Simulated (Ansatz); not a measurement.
# Supercells of wurtzite SiC, size series (200 atoms): plane waves and support functions, part 2 of 2

Wanted: cost and convergence against size for wurtzite SiC, size series (200 atoms).

Ansatz 0.2.0; Kohn-Sham DFT, PBEsol, PAW (set soft_2), plane waves.

So far. Step 4 (Support functions, 200 atoms): The energy lies 6.45 meV/atom above the dense-mesh reference, and 2.0 meV/atom below plane waves of the same size, an offset between the two bases that leaves the sampling error alike. Step 5 (Plane waves, 400 atoms): The energy lies 9.57 meV/atom above the dense-mesh reference.

## (6) Support functions, 400 atoms

The repeated cell is solved at Γ in support functions.

This step: Kohn-Sham DFT, PBEsol, PAW (set soft_2), localised support functions (medium) (Ansatz 0.2.0).

File input.yaml:

```yaml
crystal:
  lattice:
    - [15.38, 0.0, 0.0]
    - [-7.69, 13.31947, 0.0]
    - [0.0, 0.0, 10.096]
  atoms:
    [... the 200 atom lines of step 2 ...]
  supercell: [1, 1, 2]
kpoints:
  mp_grid: { grid: [1, 1, 1] }
hamiltonian:
  xc: pbesol
scf:
  occupations: { method: fixed }
  eigensolver: { kind: { support_functions: { accuracy: medium } } }
  max_iter: 150
output:
  forces: true
  eigenvalues: true
```

Command:

```bash
$ ansatz run input.yaml --threads 4 --pin off --max-ram 15872MiB --backend cpu --events-out ev --progress --plain --runs-dir out
```

Numbers of over 12 decimals in the logs are rounded to 6 here.

The program printed:

```text
[...]
Crystal: 400 atoms, lattice volume = 4136.401 Å³
Basis set: ecut = 420 eV, 80899 PW (Γ), exchange–correlation on 216×216×270 points (8 copies of the dense FFT grid, shifted against one another)
Bands: 960, of which v1, the nominal top of the filled ones, is band 800 counted from 1 (799 counted from 0)
Symmetry: 1 space group operations
k-points: 1
[...]
Eigensolver: Support functions (medium, 72×72×90 points, laid for a spacing of at most 0.228497 Å, radius 3.440813 Å, 2 species' potentials softened for the grid, 2 wholly corrected for its errors in the mean over positions, 2 with the egg-box correction, energy correction by stochastic trace)
[...]
SCF iter   1: F=—  HF=-173791.567305 eV  |F-HF|=—  |Δ(HF+E_count)|=         —  Δρ=1.40e-1  dr2=1.02e3  ethr=1.00e-1
[...]
SCF iter   8: F=—  HF=-173638.883240 eV  |F-HF|=—  |Δ(HF+E_count)|=   2.13e-2  Δρ=2.46e-5  dr2=4.47e-5  ethr=2.48e-8  κ⁻¹=8.1e-7(r=6)
SCF iter   9: F=-173638.897869 eV  HF=-173638.897871 eV  |F-HF|=2.31e-6  |Δ(HF+E_count)|=   1.46e-2  Δρ=9.82e-6  dr2=4.50e-6  ethr=2.80e-9
SCF 1 converged in 9 iterations: F = -173639.050440 eV  dr2 = 4.50e-6
[...]
SCF converged after 9 iterations
[...]
Free energy (F): -173639.050440 eV
[...]
Internal energy: -173639.050440 eV  (E = F + TS)
E sigma→0 (E₀):  -173639.050440 eV
Fermi energy:    10.011303 eV
[...]
Σ components = -173639.050440   (vs F -173639.050440, Δ=0.00e0)
--- Forces (eV/Å), atoms counted from 1 ---
  atom   1  Si    -2.80769642     0.61614913     0.01216704
  atom   2  C      5.29839208    -2.90084110     0.70256357
  atom   3  Si     1.28096159     0.14936171    -0.86792630
  atom   4  C     -2.91767437    -0.86566933     0.90328440
  atom   5  Si     1.14145946     0.75055850     1.27158309
  atom   6  C     -1.64216900     1.03042382     0.77848919
  [... forces on the other 394 atoms ...]
  max |Σ_I F_I| component: 4.69e-2 eV/Å
--- Band table (eV) ---
[... left out ...]
[...]
```

Wall time 3.8 min (4 threads of Intel Xeon 6975P-C (Granite Rapids), shared host); peak memory 8.2 GiB.

The program repeats the typed cell 1×1×2 times, 400 atoms in all; totals in the log are those of the whole repeated cell, and force differences are taken after averaging over the copies of each atom.

The energy lies 7.64 meV/atom above the dense-mesh reference, and 1.9 meV/atom below plane waves of the same size, an offset between the two bases that leaves the sampling error alike.

## (7) Scaling with size

Differences are against the typed cell on a 2×2×3 mesh, which samples like Γ on 2400 atoms (r.m.s. force component 2.44 eV/Å, gap 1.39 eV). Every repeated cell is solved at Γ, and forces are averaged over the copies of each atom. Hardware: 4 threads of Intel Xeon 6975P-C (Granite Rapids), shared host.

| atoms | repeats | basis | Δ force, r.m.s. (meV/Å) | Δ energy (meV/atom) | less plane waves of the same size (meV/atom) | gap (eV) | spread among copies (meV/Å) | SCF cycles | time | host memory (GiB) |
| --- | --- | --- | --- | --- | --- | --- | --- | --- | --- | --- |
| 200 | 1×1×1 | plane waves | 36.3 | 8.41 | - | 1.55 | - | 8 | 15 s | 3.3 |
| 200 | 1×1×1 | support functions | 36.3 | 6.45 | -2.0 | 1.55 | - | 9 | 90 s | 5.3 |
| 400 | 1×1×2 | plane waves | 18.9 | 9.57 | - | 1.55 | 0 | 8 | 72 s | 8.7 |
| 400 | 1×1×2 | support functions | 19.0 | 7.64 | -1.9 | 1.55 | 0.15 | 9 | 3.8 min | 8.2 |

## (8) The reference in detail

With the settings judged, the reference run is read for its physics.

Neighbours are counted within 2.28 Å (C-Si), cutoffs set anew for this text.

Length of the force by element and coordination:

| element | coordination | atoms | mean length of the force (eV/Å) | spread | least | most |
| --- | --- | --- | --- | --- | --- | --- |
| C | all | 100 | 3.53 | 1.90 | 0.724 | 8.90 |
| C | 3 | 2 | 4.45 | 0.411 | 4.04 | 4.86 |
| C | 4 | 98 | 3.51 | 1.91 | 0.724 | 8.90 |
| Si | all | 100 | 3.96 | 1.96 | 0.957 | 11.3 |
| Si | 3 | 2 | 3.92 | 0.0939 | 3.83 | 4.02 |
| Si | 4 | 98 | 3.96 | 1.98 | 0.957 | 11.3 |

Löwdin charges by element and coordination (they lack the spilled electrons, 0.042 e an atom on average):

| element | coordination | atoms | mean charge (e) | spread | least | most |
| --- | --- | --- | --- | --- | --- | --- |
| C | all | 100 | -0.974 | 0.0422 | -1.15 | -0.894 |
| C | 3 | 2 | -0.970 | 0.0356 | -1.01 | -0.934 |
| C | 4 | 98 | -0.974 | 0.0423 | -1.15 | -0.894 |
| Si | all | 100 | 1.06 | 0.045 | 0.957 | 1.14 |
| Si | 3 | 2 | 0.985 | 0.0187 | 0.966 | 1.00 |
| Si | 4 | 98 | 1.06 | 0.0442 | 0.957 | 1.14 |

States in the cell by windows of 1 eV, zero at the Fermi level; the larger projections on atomic orbitals stand beside the total:

| from (eV) | to (eV) | total | C p | Si p | Si s | C s |
| --- | --- | --- | --- | --- | --- | --- |
| -10 | -9 | 6.5 | 2.9 | 1.5 | 1.5 | 0.6 |
| -9 | -8 | 49.8 | 24.6 | 8.6 | 13.2 | 3.1 |
| -8 | -7 | 54.8 | 26.8 | 10.4 | 12.3 | 5.0 |
| -7 | -6 | 56.8 | 28.7 | 14.9 | 7.0 | 5.7 |
| -6 | -5 | 62.9 | 34.5 | 18.2 | 5.3 | 4.4 |
| -5 | -4 | 75.5 | 44.8 | 21.8 | 4.3 | 3.8 |
| -4 | -3 | 92.1 | 58.9 | 25.7 | 3.4 | 2.9 |
| -3 | -2 | 98.5 | 67.8 | 24.4 | 2.4 | 2.3 |
| -2 | -1 | 74.0 | 54.7 | 15.3 | 1.2 | 1.2 |
| -1 | 0 | 29.6 | 23.8 | 4.2 | 0.3 | 0.4 |
| 0 | 1 | 0.3 | 0.3 | 0.0 | 0.0 | 0.0 |
| 1 | 2 | 4.4 | 0.9 | 2.0 | 0.3 | 0.4 |
| 2 | 3 | 38.4 | 6.4 | 16.6 | 3.4 | 5.4 |
| 3 | 4 | 61.4 | 10.4 | 26.1 | 6.0 | 8.0 |
| 4 | 5 | 67.3 | 11.5 | 27.3 | 8.6 | 7.6 |

The curve was stored every 0.10 eV, coarse against its broadening of 0.08 eV, so these counts are rough.

With fixed occupations the program's Fermi level is the highest filled level; weight inside the gap is the broadening of levels at its edges.

Between -17 and -10 eV lie 199 more states.

The levels nearest the highest filled one (over half full), pooled over k-points and spins:

| level less the highest filled one (eV) | occupation |
| --- | --- |
| -0.165 | 2 |
| -0.120 | 2 |
| -0.111 | 2 |
| -0.078 | 2 |
| -0.0229 | 2 |
| 0 | 2 |
| 1.39 | 0 |
| 1.42 | 0 |
| 1.44 | 0 |
| 1.57 | 0 |
| 1.59 | 0 |
| 1.61 | 0 |

Mean Löwdin charges: C -0.97, Si +1.06 e (they miss 1.0 % of the electrons, so they add up to more than the cell's charge). The largest share in the top eV of filled states is C p (83 % of the projected weight), and in the lowest eV of empty states Si p (54 % of the projected weight).

## (9) What came out

```json
{
  "free energy per atom": "-434.1053 eV/atom",
  "density": "3.219 g/cm³",
  "pressure": "5.866 GPa",
  "r.m.s. force component": "2.438 eV/Å",
  "gap (highest filled to lowest empty level)": "1.388 eV",
  "wall time of the 5 DFT runs": "14 min"
}
```

In words: Repeating the cell at Γ samples more k-points: in plane waves the energy difference from the dense mesh goes from 8.41 meV/atom at 200 atoms to 9.57 at 400, and the force difference from 36 to 19 meV/Å; the gap stays at 1.55 eV. At equal size the support functions lie 1.9 to 2.0 meV/atom below plane waves, likely because their grid holds more waves than 420 eV; no run tests this. At the largest size the support functions' forces differ from the reference by 0.78 % of the r.m.s. force, which holds the difference of sampling between the two as well as that of the basis.

Between filled and empty levels lie 1.39 eV (on the run's k-points); a semilocal functional tends to put such gaps too low.

What to keep in mind: The geometry was built by rule, was displaced at random and isn't relaxed at this level: its force components are 2.4 eV/Å r.m.s. The stress is far from hydrostatic: its diagonal is 3.4, 9.1, 5.1 GPa, compression counted positive. The pressure of 5.9 GPa belongs to a cell and atoms that aren't relaxed at this level.

[Logs are printed without paths, hosts, clocks, repeated set-up lines and the standing remarks that a program may print on its own settings, such as how far it seeks lower states.]

[Hosts, paths, dates, database ids (printed as entryN), source tags and the programs' standing remarks are cut or masked in the printed files.]
